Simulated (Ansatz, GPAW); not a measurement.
## Ballistic transport through a Bi chain with a Cl atom bridging one bond, cheap and dear

How well does a Bi chain with a Cl atom bridging one bond conduct at low bias, and how far do basis and functional move the answer?

Method: Ansatz plane waves; Landauer transmission by layers, zero bias, in the first sound run; inputs show where later runs differ, in GPAW 26.7.0 and Ansatz 0.2.0.

### 1. Set-up

The cell holds 9 atoms: 8 Bi and 1 Cl. Its edges and angles: a = 9.000 Å, b = 9.000 Å, c = 23.400 Å, α = 90.0°, β = 90.0°, γ = 90.0°. Regions: left lead, 4 atoms (4 Bi); channel, 1 atom (1 Cl); right lead, 4 atoms (4 Bi). Vacuum lies along a and b. The structure is stacked along c, and the current runs across the ab planes.

### 2. Plane waves, LDA

A plane-wave run comes first: its basis does not favour the atoms, so it serves as the reference for the orbital bases.

Contents of input.yaml:

```yaml
crystal:
  lattice:
    - [9.0, 0.0, 0.0]
    - [0.0, 9.0, 0.0]
    - [0.0, 0.0, 23.4]
  atoms:
    - { symbol: Bi, position: [0.5, 0.5, 0.061965812] }
    - { symbol: Bi, position: [0.5, 0.5, 0.1858974359] }
    - { symbol: Bi, position: [0.5, 0.5, 0.3098290598] }
    - { symbol: Bi, position: [0.5, 0.5, 0.4337606838] }
    - { symbol: Cl, position: [0.691415867, 0.5, 0.5] }
    - { symbol: Bi, position: [0.5, 0.5, 0.5662393162] }
    - { symbol: Bi, position: [0.5, 0.5, 0.6901709402] }
    - { symbol: Bi, position: [0.5, 0.5, 0.8141025641] }
    - { symbol: Bi, position: [0.5, 0.5, 0.938034188] }
kpoints:
  mp_grid: { grid: [1, 1, 3] }
hamiltonian:
  xc: lda
scf:
  occupations: { method: fermi_dirac, width: 0.1 }
output:
  transmission:
    leads: [[0, 1]]
    e_range: [-2, 2]
    de: 0.05
    kmesh: [1, 1]
    reduced_basis: true
  write_potential: true
  write_density: true
  volumetric_format: npy
```

The run is started by

```console
ansatz run input.yaml --threads 2 --pin off --max-ram 4096MiB --backend cpu --events-out ev --progress --plain --runs-dir out
```

Numbers of over 12 decimals in the logs are rounded to 6 here.

The log of the run:

```text
Engine: ansatz 0.2.0, x86_64-unknown-linux-gnu
Pseudopotentials: kind: paw
Pseudopotential: Bi, paw, valence charge 15, recommended cutoff 420 eV (normal), Bi.paw.azcp
Pseudopotential: Cl, paw, valence charge 7, recommended cutoff 420 eV (normal), Cl.paw.azcp
Functional definition: SPW92
  exchange = slater_x
  correlation = pw_c
Crystal: 9 atoms, lattice volume = 1895.400 Å³
Basis set: ecut = 420 eV, 37003 PW (Γ)
Bands: 77, of which v1, the nominal top of the filled ones, is band 64 counted from 1 (63 counted from 0)
Symmetry: 4 space group operations
Space group: Pmm2 (ITA 25), of the structure as read, at distance tolerance 1.2e-4 Å
k-points: 2 of 3
Non-local potential: Bi, projectors of the file, l = 0: 2, l = 1: 2, l = 2: 2, l = 3: 2
Non-local potential: Cl, projectors of the file, l = 0: 2, l = 1: 2, l = 2: 2
PAW form: soft (Blöchl's): semilocal exchange-correlation on the pseudo side does not see the compensation charge
PAW frozen core: Bi, regenerated for the run's functional, and the local potential with it (the file was generated under x = pbe(κ = 0.804, μ = 0.219515), c = pbe(β = 0.066725))
PAW frozen core: Cl, regenerated for the run's functional, and the local potential with it (the file was generated under x = pbe(κ = 0.804, μ = 0.219515), c = pbe(β = 0.066725))
PAW one-centre angular grid: Bi, 590 points (default); XC on 64 Gauss nodes
PAW one-centre angular grid: Cl, 110 points (default); XC on 64 Gauss nodes
Initial density: superposition of atomic densities (neutral atoms: chi_scale 0, normalization atom), corrected by the library's trained network
Initial wavefunctions: pseudopotential atomic-orbital guess
Functional: x = slater, c = lda
SCF iter   1: F=—  HF=-97719.179709 eV  |F-HF|=—  |Δ(HF+E_count)|=         —  Δρ=2.19e-3  dr2=2.68e-1  ethr=1.77e-3  ⟨swp⟩=9.5  Hψ=647  notcnv=0
preconditioner: auto → LDOS  [metal: Δε(μ)=0.137 eV  Ē_g=4.488 eV  σ=0.100 eV  W_gap=0.32  n_scr=168 (ndim 8)  ℏωp=4.7 eV  f_vac=0.709  D(μ)=8.18/eV (n_scr^D=26)  β→1.0]
SCF iter   2: F=—  HF=-97719.170698 eV  |F-HF|=—  |Δ(HF+E_count)|=   9.01e-3  Δρ=1.04e-3  dr2=3.77e-2  ethr=2.11e-4  ⟨swp⟩=4.0  Hψ=338  notcnv=0  defer=1
SCF iter   3: F=—  HF=-97719.164619 eV  |F-HF|=—  |Δ(HF+E_count)|=   6.08e-3  Δρ=4.43e-4  dr2=5.18e-3  ethr=2.97e-5  ⟨swp⟩=2.0  Hψ=281  notcnv=0  defer=1
SCF iter   4: F=—  HF=-97719.163329 eV  |F-HF|=—  |Δ(HF+E_count)|=   1.29e-3  Δρ=1.01e-4  dr2=3.63e-4  ethr=4.08e-6  ⟨swp⟩=2.0  Hψ=278  notcnv=0  defer=1
SCF iter   5: F=—  HF=-97719.163298 eV  |F-HF|=—  |Δ(HF+E_count)|=   3.17e-5  Δρ=2.74e-5  dr2=3.29e-5  ethr=2.86e-7  ⟨swp⟩=3.0  Hψ=313  notcnv=0  defer=1
SCF iter   6: F=—  HF=-97719.163569 eV  |F-HF|=—  |Δ(HF+E_count)|=   2.72e-4  Δρ=7.67e-6  dr2=1.66e-6  ethr=2.59e-8  ⟨swp⟩=2.0  Hψ=254  notcnv=0  defer=1
SCF iter   7: F=—  HF=-97719.163570 eV  |F-HF|=—  |Δ(HF+E_count)|=   2.17e-7  Δρ=2.29e-6  dr2=1.44e-7  ethr=1.31e-9  ⟨swp⟩=2.0  Hψ=271  notcnv=0  defer=1
SCF iter   8: F=-97719.163570 eV  HF=-97719.163570 eV  |F-HF|=4.42e-9  |Δ(HF+E_count)|=   8.56e-9  Δρ=7.14e-7  dr2=1.36e-8  ethr=7.87e-11  ⟨swp⟩=11.5  Hψ=457  notcnv=0
SCF 1 converged in 8 iterations: F = -97719.163570 eV  dr2 = 1.36e-8
  greatest PAW one-centre occupation: 0.989 electrons in one spin orbital (limit 2), on the Bi atom at site 3 (counted from 0), in its partial waves of l = 2
transmission: 30 of 180 steps passed
transmission: 60 of 180 steps passed
[...]
transmission: 180 of 180 steps passed
WARN: The output density's exchange-correlation potential varies sharply where the density is thin. Do not read a vacuum level from v_tot or v_xc, or from such a field of the output density. On a cell that repeats whose density bears no net charge and no dipole along the vacuum's axis use v_es (v_loc + v_h of the components); under efield.dipole_correction with no amplitude use v_es + v_field, which holds any externa [...]
SCF converged after 8 iterations
Free energy (F): -97719.163570 eV
Harris-Foulkes:  -97719.163570 eV  (|F-HF|=4.42e-9)
Internal energy: -97718.893583 eV  (E = F + TS)
E sigma→0 (E₀):  -97719.028576 eV
Entropy (-TS):   -0.269987 eV (-29.999 meV/atom)
Fermi energy:    -2.530336 eV
--- Per-component energies (eV) ---
  E_band       = -2390.745304
  E_kinetic    = 2587.159883
  E_local      = -29477.820381  (includes V_loc(G=0)·N_el)
  E_nonlocal   = 4538.102276
  E_hartree    = 11768.117897
  E_xc         = -1297.900707
  E_vxc        = -1263.009176  (∫ρ·V_xc dr)
  E_paw        = -83448.800693  (= ΣΔE_a)
  E_vpaw       = -2311.401270  (= ΣTr[D̂ρ^β])
  E_aug_tail   = -0.004118  (compensation charges beyond the density's cutoff)
  E_ewald      = -2387.899154
  E_core_change = 0.151413  (= ΣΔE_core)
  E_smearing   = -0.269987  (= −TS)
  E_closure    = -0.000000  (closes the sum)
  Σ components = -97719.163570   (vs F -97719.163570, Δ=0.00e0)
--- Band table (eV) ---
  k-point 0: bands = [... 60 lower, -3.1493, -2.9816, -2.6509, -2.6230, -2.1735, -1.8660, -1.5151, -1.4652, ... 9 higher]
  k-point 1: bands = [... 60 lower, -3.1127, -3.0872, -2.8257, -2.5018, -2.3273, -2.0421, -1.9488, -1.3648, ... 9 higher]
--- Transmission ---
  basis      : 717 plane waves across, 30 finite elements along
  points     : 1, standing for a mesh of 1 x 1
  energies   : 81 from -2.000000 to 2.000000 eV about the Fermi level, 0.050000 eV apart; the leads are filled to 0.000000 eV, and channels, transmission and decay are at 0.000000 eV
  crystal 0  : Bi1, at the sites [0, 1], period 2.9000 Å, over 23.20 Å; its Hamiltonian steps by up to 21.4 meV
    offset         : up to 0.0000 Å between an atom of the period and one for which it stands
    channels       : 3.000000e0 a spin
    conductance    : none, the energies end too early or step too widely for 300 K: set another output.transmission.e_range or a lower de, or, where they end at an eighth of basis.ecutwfc, a higher one
  junction   : crystal 0 to crystal 0, 0.00 to 20.50 Å
    transmission   : 1.364792e0 a spin
    error estimate : 1.036661e-4 a spin from the reduction of the transverse basis, at the most 2.836967e-4 at -1.450000 eV
    conductance    : none, the energies end too early or step too widely for 300 K: set another output.transmission.e_range or a lower de, or, where they end at an eighth of basis.ecutwfc, a higher one
```

It took 59 s on 2 threads of AMD EPYC 9R45, shared host; peak memory 1.7 GiB; 84 s of CPU time.

Reading the cycles: dr2 is the Hartree energy of the density residual (eV), the measure of convergence; HF is the Harris–Foulkes estimate of the energy, which meets the free energy F at convergence.

This run has no spin polarisation although its electron count is odd.

Numbers from this step:

| Quantity | Value |
| --- | --- |
| free energy | -97719.1636 eV |
| smearing term TS | 0.2700 eV |
| symmetry operations | 4 |
| lead level | 0 eV from the Fermi level |
| transmission at the Fermi level (one spin) | 1.365 |
| open channels of the lead at the Fermi level (one spin) | 3 |
| step of the potential along the lead | 21.4 meV |
| offset of the lead | 0 Å |

One spin. Transmission, zone mean against energy, zero at the Fermi level:

energy (eV), transmission, zone mean and a bar from the least value:
```
   -2.000       0.93 ##################
   -1.800       0.99 ####################
   -1.600       1.00 ####################
   -1.400       1.00 ####################
   -1.200       1.05 #####################
   -1.000       1.10 ######################
   -0.800       1.15 #######################
   -0.600       1.20 #########################
   -0.400       1.26 ##########################
   -0.200       1.32 ############################
    0.000       1.36 #############################
    0.200       1.35 #############################
    0.400       1.41 ##############################
    0.550       1.41 ##############################
    0.600       1.41 ##############################
    0.800       1.40 ##############################
    1.000       1.37 #############################
    1.200       1.33 ############################
    1.400       1.26 ##########################
    1.600       1.12 #######################
    1.800       0.48 #######
    2.000       0.20
```

One spin. Table of open channels, zone mean by energy, zero at the Fermi level:

```tsv
energy (eV)	open channels, zone mean
-2.00	1
-1.85	1
-1.70	1
-1.60	1
-1.45	3
-1.30	3
-1.15	3
-1.05	3
-0.90	3
-0.75	3
-0.60	3
-0.50	3
-0.35	3
-0.20	3
-0.05	3
0.00	3
0.05	3
0.20	3
0.35	3
0.50	3
0.60	3
0.75	3
0.90	3
1.05	3
1.15	3
1.30	3
1.45	3
1.60	3
1.70	3
1.85	1
2.00	1
```

Crystal 0, spin -, k parallel (0, 0); distinct values, listed up to 1.5 1/Å. Im kz of the slowest decaying states against energy, zero at the Fermi level:

```tsv
energy (eV)	decay 1 (Å⁻¹)	decay 2 (Å⁻¹)	decay 3 (Å⁻¹)	decay 4 (Å⁻¹)
-2.000	0.350	0.351	1.21	1.34
-1.800	0.280	0.281	1.19	1.32
-1.600	0.182	0.185	1.17	1.30
-1.400	1.14	1.28	1.32	1.32
-1.200	1.12	1.26	1.31	1.31
-1.000	1.09	1.24	1.29	1.29
-0.800	1.07	1.22	1.27	1.27
-0.600	1.04	1.19	1.25	1.25
-0.400	1.02	1.17	1.24	1.24
-0.200	0.989	1.15	1.22	1.22
0.000	0.961	1.13	1.20	1.20
0.200	0.933	1.10	1.18	1.18
0.400	0.903	1.08	1.16	1.16
0.600	0.872	1.05	1.14	1.14
0.800	0.841	1.03	1.12	1.12
1.000	0.808	0.999	1.10	1.10
1.200	0.773	0.971	1.07	1.07
1.400	0.738	0.943	1.05	1.05
1.600	0.700	0.914	1.03	1.03
1.800	0.0510	0.0561	0.660	0.885
2.000	0.126	0.128	0.618	0.854
```

Crystal 0, spin -, k parallel (0, 0). The Re kz of states that move upwards by energy, zero at the Fermi level:

```tsv
energy (eV)	channel 1 (Å⁻¹)	channel 2 (Å⁻¹)	channel 3 (Å⁻¹)
-2.00	-0.821	-	-
-1.85	-0.807	-	-
-1.70	-0.794	-	-
-1.60	-0.785	-	-
-1.45	-0.772	0.0148	0.0362
-1.30	-0.759	0.187	0.190
-1.15	-0.746	0.265	0.267
-1.05	-0.738	0.307	0.309
-0.90	-0.726	0.361	0.362
-0.75	-0.714	0.408	0.410
-0.60	-0.702	0.452	0.453
-0.50	-0.694	0.479	0.480
-0.35	-0.682	0.517	0.519
-0.20	-0.671	0.554	0.555
-0.05	-0.659	0.589	0.590
0.00	-0.656	0.600	0.602
0.05	-0.652	0.612	0.613
0.20	-0.641	0.645	0.646
0.35	-0.629	0.677	0.678
0.50	-0.618	0.709	0.710
0.60	-0.611	0.730	0.732
0.75	-0.600	0.762	0.763
0.90	-0.589	0.794	0.796
1.05	-0.578	0.827	0.828
1.15	-0.571	0.850	0.851
1.30	-0.561	0.885	0.887
1.45	-0.550	0.924	0.926
1.60	-0.540	0.971	0.974
1.70	-0.533	1.01	1.02
1.85	-0.522	-	-
2.00	-0.512	-	-
```

Electrostatic potential energy of an electron (with the applied field's), less the Fermi level, planar mean against z:

z (Å), electrostatic potential energy of an electron (with the applied field's), less the Fermi level, planar mean (eV) and a bar from the least value:
```
      0.0       4.50 ##############################
      0.5       4.09 ##########################
      1.0       2.62 ###########
      1.5       1.81 ##
      2.0       2.97 ##############
      2.5       4.25 ###########################
      3.0       4.47 ##############################
      3.5       3.89 ########################
      4.0       2.30 ########
      4.5       1.87 ###
      5.0       3.28 ##################
      5.5       4.32 ############################
      6.0       4.40 #############################
      6.5       3.58 #####################
      7.0       2.00 ####
      7.5       1.99 ####
      8.0       3.51 ####################
      8.5       4.27 ############################
      9.0       4.13 ##########################
      9.5       3.04 ###############
     10.0       1.57 
     10.5       1.88 ###
     11.0       3.00 ###############
     11.5       2.76 ############
     12.0       2.82 #############
     12.5       2.88 #############
     13.0       1.65 #
     13.5       1.75 ##
     14.0       3.36 ##################
     14.5       4.22 ###########################
     15.0       4.20 ###########################
     15.5       3.21 #################
     16.0       1.82 ###
     16.5       2.25 #######
     17.0       3.85 #######################
     17.5       4.44 #############################
     18.0       4.22 ###########################
     18.5       2.94 ##############
     19.0       1.78 ##
     19.5       2.61 ###########
     20.0       4.09 ##########################
     20.5       4.49 ##############################
     21.0       4.09 ##########################
     21.5       2.62 ###########
     22.0       1.82 ###
     22.5       2.97 ##############
     23.0       4.25 ###########################
```

The valence density, planar mean oscillates, so the rows of the table below give means over windows of 2.93 Å about each position, cut where the curve ends. Its maxima inside the range that stand out by 2 % of the span (Å: e/Å³): 1.5: 0.144, 4.4: 0.144, 7.3: 0.143, 10.1: 0.144, 12.0: 0.0686, 13.3: 0.144, 16.1: 0.143, 19.0: 0.144, 21.9: 0.144. Its minima: 2.9: 0.0156, 5.8: 0.0158, 8.8: 0.0157, 11.0: 0.0612, 12.4: 0.0612, 14.6: 0.0157, 17.6: 0.0158, 20.5: 0.0156.

Table of valence density, planar mean by z; means over each step:

z (Å), valence density, planar mean (e/Å³) and a bar from the least value:
```
     1.47      0.063 
     4.40      0.063 
     7.33      0.064 
    10.26      0.078 ##############################
    13.19      0.077 #############################
    16.12      0.064 
    19.05      0.063 
    21.98      0.067 #######
```

T at the Fermi level is 1.36 of 3 open channels a spin, without spin-orbit coupling, which is large for these atoms.

(Part 1 of 3 ends here.)

[Logs are printed without paths, hosts, clocks, repeated set-up lines and the standing remarks that a program may print on its own settings, such as how far it seeks lower states.]

[Hosts, paths, dates, database ids (printed as entryN), source tags and the programs' standing remarks are cut or masked in the printed files.]
